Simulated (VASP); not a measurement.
Write the native input for VASP 6.6.1 that does the following.

```
Task                   : relaxation of the atoms
Functional             : PW91
Dispersion             : D3(BJ)
Potentials or basis    : VASP PAW PBE potentials, release 54 (I)
Cutoff                 : 500 eV
k mesh                 : 8 × 8 × 8
Occupations            : fermi-dirac, width 0.02 eV
Spin                   : spin-orbit coupling, no magnetisation
Further INCAR settings : ALGO = Normal; EDIFF = 1e-06; IBRION = 2; EDIFFG = -0.02; NSW = 60
```

The structure of I lies in POSCAR:

```
I
1.0
   -1.6085750000      1.6409090000      4.2246120000
    1.6619270000     -1.5194240000      4.1987720000
    1.6495240000      1.5603740000     -4.1785380000
I
1
Cartesian
   -0.0022238774     -0.0071547955     -0.0022883289
```

The cell isn't the ideal one: cell strained at random at fixed volume.

These files were run (other wordings do the same):

INCAR

```
SYSTEM = I
PREC = Accurate
ENCUT = 500
EDIFF = 1E-6
ISMEAR = -1
SIGMA = 0.02
LREAL = .FALSE.
LASPH = .TRUE.
NELM = 100
ALGO = Normal
ISIF = 2
LWAVE = .FALSE.
LCHARG = .FALSE.
LNONCOLLINEAR = .TRUE.
MAGMOM = 0 0 0
LORBIT = 11
LSORBIT = .TRUE.
GGA_COMPAT = .FALSE.
GGA = 91
IVDW = 12
VDW_S6 = 1.0
VDW_S8 = 1.9598
VDW_A1 = 0.6319
VDW_A2 = 4.5718
IBRION = 2
NSW = 60
EDIFFG = -0.02
```

KPOINTS

```
regular mesh
0
G
  8 8 8
  0 0 0
```

Potentials or basis: VASP PAW PBE potentials, release 54 (I).

Run with:

```sh
$ cat potpaw_PBE.54/I/POTCAR > POTCAR
$ mpirun -np 1 vasp_ncl > vasp.out
```

Results of the run:

```json
{
 "Pressure after relaxing": "-0.6 GPa",
 "Valence electrons inside the program's atomic spheres": "I 4.18",
 "Dispersion energy per atom": "-0.196 eV"
}
```

Caveat: the relaxation stopped at its first step, so nothing moved; the PAW data sets were made with another functional, which shifts forces and pressure a little.

Wall time 6.6 min on 1 thread of Intel(R) Xeon(R) Platinum 8488C (Sapphire Rapids) (shared host), peak memory 0.51 GiB.
